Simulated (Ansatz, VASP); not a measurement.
## IrO2: VASP beside Ansatz

File INCAR:

```
SYSTEM = IrO2
ALGO = Fast ; EDIFF = 1E-7
EDIFFG = -0.01 ; ENCUT = 600
GGA = PE ; IBRION = 2
ISIF = 4 ; ISMEAR = 0
LASPH = .TRUE. ; LCHARG = .FALSE.
LREAL = .FALSE. ; LWAVE = .FALSE.
NELM = 100 ; NSW = 60
PREC = Accurate ; SIGMA = 0.05
```

Contents of KPOINTS:

```
k-points
0
G
  6 6 10
  0 0 0
```

File POSCAR:

```
IrO2
1.0
    4.4613407607      0.0000000000      0.0000000000
    0.0000000000      4.4613407607      0.0000000000
    0.0000000000      0.0000000000      3.1458296359
Ir O
2 4
Direct
    0.0000000000      0.0000000000      0.0000000000
    0.5000000000      0.5000000000      0.5000000000
    0.3085166851      0.3085166851      0.0000000000
    0.1914833149      0.8085166851      0.5000000000
    0.6914833149      0.6914833149      0.0000000000
    0.8085166851      0.1914833149      0.5000000000
```

Input for Ansatz:

```yaml
crystal:
  lattice:
    - [4.4613407607, 0.0, 0.0]
    - [0.0, 4.4613407607, 0.0]
    - [0.0, 0.0, 3.1458296359]
  atoms:
    - { symbol: Ir, position: [0.0, 0.0, 0.0] }
    - { symbol: Ir, position: [0.5, 0.5, 0.5] }
    - { symbol: O, position: [0.3085166851, 0.3085166851, 0.0] }
    - { symbol: O, position: [0.1914833149, 0.8085166851, 0.5] }
    - { symbol: O, position: [0.6914833149, 0.6914833149, 0.0] }
    - { symbol: O, position: [0.8085166851, 0.1914833149, 0.5] }
basis:
  ecutwfc: 420
  ecutrho_ratio: 4
kpoints:
  mp_grid: { grid: [6, 6, 10] }
hamiltonian:
  xc: pbe
scf:
  occupations: { method: gaussian, width: 0.05 }
output:
  forces: true
  stress: true
  eigenvalues: true
relax:
  f_tol: 0.01
  max_steps: 40
  cell: { stress_tol: 0.1, fix: [volume] }
```

Alike in both runs: task relaxation of shape and atoms at fixed volume; functional PBE; k mesh 6 × 6 × 10; occupations gaussian, width 0.05 eV; no spin polarisation.

```csv
,VASP,Ansatz
version,VASP 6.6.1,Ansatz 0.2.0
potentials or method,"VASP PAW PBE potentials, release 64 (Ir, O)","scalar-relativistic, plane waves, PAW"
plane-wave cutoff (eV),600,420
valence electrons in the cell,42,58
```

```tsv
	VASP	Ansatz	Ansatz less VASP
gap on the k mesh at the Fermi level, each at its own relaxed structure (eV)	none	none	-
relaxed volume (Å³/atom)	10.44	10.44	0.000
relaxed cell length with the largest relative difference (Å)	3.161	3.156	-0.0052
```

A gap of «none» marks a metal or a gap that the smearing closes. The two sets of potentials don't hold the same shells in valence.

Spin-orbit coupling is left out, which matters for the levels of Ir.
